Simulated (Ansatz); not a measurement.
## Structure relaxation of Sn

All numbers below come from DFT PBE, scalar-relativistic, plane waves, PAW in Ansatz. Cutoff 420 eV, Γ-centred k mesh, Gaussian smearing, no spin polarisation in the final step.

Sn was placed on the sites of a reported S cell (R-3, No. 148), at a guessed volume.

```
Sn
1.0
     6.25600    3.61190    1.63673
    -6.25600    3.61190    1.63673
     0.00000   -7.22381    1.63673
Sn
6
Direct
  0.58450 0.35100 0.24650
  0.24650 0.58450 0.35100
  0.35100 0.24650 0.58450
  0.41550 0.64900 0.75350
  0.75350 0.41550 0.64900
  0.64900 0.75350 0.41550
```

Cell and atoms relax at zero pressure; the relaxation can't lower the symmetry of the start. After a coarse first stage the cell is made exact in the group found at 0.06 Å.

Energies count from the standard state of Sn at the same level.

Describe the relaxed structure.

It ends in R-3c (No. 167). Conventional cell: a = 10.582 Å, c = 5.243 Å. Sn is coordinated by 10 Sn at 3.23–3.46 Å.

```cif
data_structure
_symmetry_space_group_name_H-M 'R-3c:H'
_symmetry_Int_Tables_number 167
_cell_length_a 10.5823
_cell_length_b 10.5823
_cell_length_c 5.2433
_cell_angle_alpha 90.000
_cell_angle_beta 90.000
_cell_angle_gamma 120.000
_cell_volume 508.51
loop_
_atom_site_label
_atom_site_type_symbol
_atom_site_symmetry_multiplicity
_atom_site_Wyckoff_symbol
_atom_site_fract_x
_atom_site_fract_y
_atom_site_fract_z
_atom_site_occupancy
Sn1 Sn 18 e 0.85158 0.51825 0.58333 1
```

What are its volume, energy, density and gap?

The volume per atom is 28.25 Å³ and the density is 6.98 g/cm³. The energy over the standard structure is 0.06 eV/atom and the gap on the 9×9×9 mesh is 0 eV (a metal).

The final run used a 9×9×9 mesh on its 6-atom cell and 0.10 eV smearing. For metals, differences of a few meV/atom aren't resolved. Symmetry constrained the relaxation, so the result can be a saddle point.

This form isn't the element's structure at ambient conditions.